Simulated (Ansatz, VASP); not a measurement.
**Two plane-wave programs on BN**

Contents of INCAR:

```
ALGO = Normal
EDIFF = 1E-6
ENCUT = 520
GGA = PE
ISIF = 2
ISMEAR = 0
LASPH = T
LCHARG = F
LREAL = F
LWAVE = F
NBANDS = 16
NELM = 100
PREC = Accurate
SIGMA = 0.05
```

KPOINTS

```
k-points
0
Gamma
  12 12 6
```

Contents of POSCAR:

```
BN
1.0
    2.5279428491      0.0000000000      0.0000000000
   -1.2639714246      2.1892627267      0.0000000000
    0.0000000000      0.0000000000      4.3141872663
B N
2 2
Direct
    0.6666666667      0.3333333333      0.9998064452
    0.3333333333      0.6666666667      0.4998064452
    0.6666666667      0.3333333333      0.6133579732
    0.3333333333      0.6666666667      0.1133579732
```

Input for Ansatz:

```yaml
crystal:
  lattice:
    - [2.5279428491, 0.0, 0.0]
    - [-1.2639714246, 2.1892627267, 0.0]
    - [0.0, 0.0, 4.3141872663]
  atoms:
    - { symbol: B, position: [0.6666666667, 0.3333333333, 0.9998064452] }
    - { symbol: B, position: [0.3333333333, 0.6666666667, 0.4998064452] }
    - { symbol: "N", position: [0.6666666667, 0.3333333333, 0.6133579732] }
    - { symbol: "N", position: [0.3333333333, 0.6666666667, 0.1133579732] }
basis:
  ecutwfc: 520.0
kpoints:
  mp_grid: { grid: [12, 12, 6] }
hamiltonian:
  xc: pbe
scf:
  occupations: { method: gaussian, width: 0.05 }
output:
  forces: true
  stress: true
  eigenvalues: true
```

Alike in both runs: task single point; functional PBE; k mesh 12 × 12 × 6; occupations gaussian, width 0.05 eV; no spin polarisation.

|  | VASP | Ansatz |
| --- | --- | --- |
| version | VASP 6.6.1 | Ansatz 0.2.0 |
| potentials or method | VASP PAW PBE potentials, release 64 (B, N) | scalar-relativistic, plane waves, PAW |
| plane-wave cutoff (eV) | 520 | 520 |
| valence electrons in the cell | 16 | 16 |

Ansatz gave:

* gap on the k mesh at the Fermi level (eV): 5.59
* least direct gap on the mesh (eV): 7.08
* pressure (GPa): 2.6
* largest component of the traceless stress (GPa): 17.06
* rms of the force components (eV/Å): 0.508

Task: Which values does VASP return?

Result: gap on the k mesh at the Fermi level (eV): 5.57; least direct gap on the mesh (eV): 7.07; pressure (GPa): 2.8; largest component of the traceless stress (GPa): 17.30; rms of the force components (eV/Å): 0.514.

Atom by atom the forces differ by 0.006 eV/Å (rms over components).

A k mesh can miss the band edges.
